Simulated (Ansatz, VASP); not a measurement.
PtSe2 in VASP and in Ansatz

File INCAR:

```
SYSTEM = PtSe2
PREC     = Accurate       ! precision mode
ENCUT    = 520            ! plane-wave cutoff, eV
EDIFF    = 1E-7           ! SCF threshold, eV
ISMEAR   = 0              ! smearing method
SIGMA    = 0.1            ! smearing width, eV
LREAL    = .False.        ! projectors in reciprocal space
LASPH    = .True.         ! aspherical terms in the spheres
NELM     = 150            ! most SCF steps
ALGO     = Normal         ! electronic algorithm
ISIF     = 2              ! what is computed and relaxed
LWAVE    = .False.        ! write WAVECAR
LCHARG   = .False.        ! write CHGCAR
ISPIN    = 2              ! spin polarisation
MAGMOM   = 1 0 0          ! initial moments
LORBIT   = 11             ! projections on sites
LMAXMIX  = 4              ! l up to which the mixer works
GGA      = PE             ! functional
IVDW     = 12             ! dispersion correction
NBANDS   = 22             ! bands
```

KPOINTS

```
regular mesh
0
Gamma
  6 6 4
  0 0 0
```

POSCAR

```
PtSe2
1.0
    3.7240006046      0.0000000000      0.0000000000
   -1.8620003023      3.2250791273      0.0000000000
    0.0000000000      0.0000000000      5.0620000000
Pt Se
1 2
Direct
    0.0000000000      0.0000000000      0.0000000000
    0.3333333333      0.6666666667      0.2500000000
    0.6666666667      0.3333333333      0.7500000000
```

Input for Ansatz:

```yaml
crystal:
  lattice:
    - [3.724, 0.0, 0.0]
    - [-1.862, 3.2250786037, 0.0]
    - [0.0, 0.0, 5.062]
  atoms:
    - { symbol: Pt, position: [0.0, 0.0, 0.0], spin: 1.0 }
    - { symbol: Se, position: [0.3333333333, 0.6666666667, 0.25] }
    - { symbol: Se, position: [0.6666666667, 0.3333333333, 0.75] }
basis:
  ecutwfc: 420
kpoints:
  mp_grid: { grid: [6, 6, 4] }
hamiltonian:
  xc: pbe
  dispersion: d3bj
scf:
  occupations: { method: gaussian, width: 0.1 }
  lower_state_search: "off"
output:
  forces: true
  stress: true
  eigenvalues: true
  populations: true
magnetization:
  spin_polarized: true
```

Alike in both runs: task single point; functional PBE; dispersion D3(BJ); k mesh 6 × 6 × 4; occupations gaussian, width 0.1 eV; collinear spin.

|  | VASP | Ansatz |
| --- | --- | --- |
| version | VASP 6.6.1 | Ansatz 0.2.0 |
| potentials or method | VASP PAW PBE potentials, release 64 (Pt, Se) | scalar-relativistic, plane waves, PAW |
| plane-wave cutoff (eV) | 520 | 420 |
| valence electrons in the cell | 22 | 50 |

```tsv
	VASP	Ansatz	Ansatz less VASP
gap on the k mesh at the Fermi level (eV)	none	none	-
pressure (GPa)	3.5	3.5	+0.01
largest component of the traceless stress (GPa)	1.33	1.32	-0.013
rms of the force components (eV/Å)	0.287	0.283	-0.0040
net moment per atom (μB)	0.00	0.00	0.000
```

Atom by atom the forces differ by 0.004 eV/Å (rms over components). A gap of «none» marks a metal or a gap that the smearing closes. The two sets of potentials don't hold the same shells in valence. Ansatz warned: «seeded_moment_not_kept».

Caveats: pairwise dispersion overbinds metals, which lowers pressure and volume. The runs have no spin-orbit coupling, so splittings on Pt are missing.
